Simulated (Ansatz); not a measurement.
Se (R-3) from a database of computed structures was relaxed with 3 functionals in the PAW code Ansatz, cell and atoms free, the symmetry of the start kept (meshes: PBE-D3(BJ) 6×6×6, r2SCAN+rVV10 6×6×6, PBE-D4 6×6×6). Spin-unpolarised throughout; all numbers are computed.

The PBE-D4 result:
Space group R-3:H (No. 148). a = 10.855 Å, b = 10.855 Å, c = 4.409 Å, α = 90.00°, β = 90.00°, γ = 120.00°
```tsv
atom	site	symmetry	x	y	z
Se	18f	1	0.9606	0.7863	0.8692
```

The symmetry is R-3 (No. 148, trigonal); conventional cell a = 10.855 Å, c = 4.409 Å, 25.00 Å³ an atom. Around Se lie 2 Se at 2.43 Å.

Task: Order the functionals by the relaxed volume, smallest first.
A. r2SCAN+rVV10
B. PBE-D3(BJ)
C. PBE-D4

Result: C (25.00 Å³/atom), B (25.17 Å³/atom), A (27.19 Å³/atom).

Task: How does the cell change with PBE-D3(BJ)?

Result: a = 10.855 Å, c = 4.441 Å; the volume differs by +0.7 % from PBE-D4's. Se has 2 Se at 2.43 Å.

Task: How does the cell change with r2SCAN+rVV10?

Result: a = 11.249 Å, c = 4.466 Å; the volume differs by +8.8 % from PBE-D4's. Around Se lie 2 Se at 2.37 Å.
